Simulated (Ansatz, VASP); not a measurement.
## Two plane-wave programs on Pd

The input POSCAR:

```
Pd
1.0
    0.0000000000      1.9567730079      1.9567730079
    1.9567730079      0.0000000000      1.9567730079
    1.9567730079      1.9567730079      0.0000000000
Pd
1
Direct
    0.0000000000      0.0000000000      0.0000000000
```

File INCAR.step1:

```
PREC = Accurate ; ENCUT = 520
ISMEAR = 1 ; SIGMA = 0.01
LREAL = F ; LASPH = T
NELM = 150 ; ISPIN = 2
MAGMOM = 0.436 ; LMAXMIX = 4
NBANDS = 15 ; GGA = PE
ALGO = Normal ; EDIFF = 1E-4
LWAVE = T ; LCHARG = F
```

File INCAR.step2:

```
PREC = Accurate ; ENCUT = 520
EDIFF = 1E-6 ; ISMEAR = 1
SIGMA = 0.01 ; LREAL = F
LASPH = T ; NELM = 150
ALGO = Normal ; ISIF = 2
LWAVE = F ; LCHARG = F
ISPIN = 2 ; MAGMOM = 0.436
LORBIT = 11 ; LMAXMIX = 4
METAGGA = R2SCAN ; LMIXTAU = T
NBANDS = 15 ; ISTART = 1
```

The input KPOINTS:

```
Automatic mesh
0
Gamma
  14 14 14
```

Input for Ansatz:

```yaml
crystal:
  lattice:
    - [0.0, 1.9567730079, 1.9567730079]
    - [1.9567730079, 0.0, 1.9567730079]
    - [1.9567730079, 1.9567730079, 0.0]
  atoms:
    - { symbol: Pd, position: [0.0, 0.0, 0.0], spin: 0.436 }
hamiltonian:
  xc: r2scan
  pseudopotentials:
    kind: paw
    azcp:
      Pd: "pseudopotentials/Pd.paw.azcp"
basis:
  ecutwfc: 500
  fft_grid_basis: typed
kpoints:
  mp_grid: { grid: [14, 14, 14], shift: [0, 0, 0] }
magnetization:
  spin_polarized: true
scf:
  occupations: { method: cold, width: 0.01 }
  lower_state_search: "off"
output:
  stress: true
```

Alike in both runs: task single point; functional r2SCAN; k mesh 14 × 14 × 14; collinear spin.

```csv
,VASP,Ansatz
version,VASP 6.6.1,Ansatz 0.2.0
potentials or method,"VASP PAW PBE potentials, release 64 (Pd)","plane waves (500 eV) with PAW, scalar-relativistic"
plane-wave cutoff (eV),520,500
occupations,"methfessel-paxton of order 1, width 0.01 eV","cold, width 0.01 eV"
valence electrons in the cell,10,18
```

```tsv
	VASP	Ansatz	Ansatz less VASP
pressure (GPa)	0.6	0.0	-0.68
net moment per atom (μB)	0.48	0.48	0.000
size of the moment on the site where the two differ most (μB)	0.49	0.50	+0.010
```

Site moments also hang on the region over which each program counts them. The two sets of potentials don't hold the same shells in valence. Ansatz warned: «stability_check_not_made».

Caveats: the PAW data sets were made with another functional, which shifts forces and pressure a little (VASP).
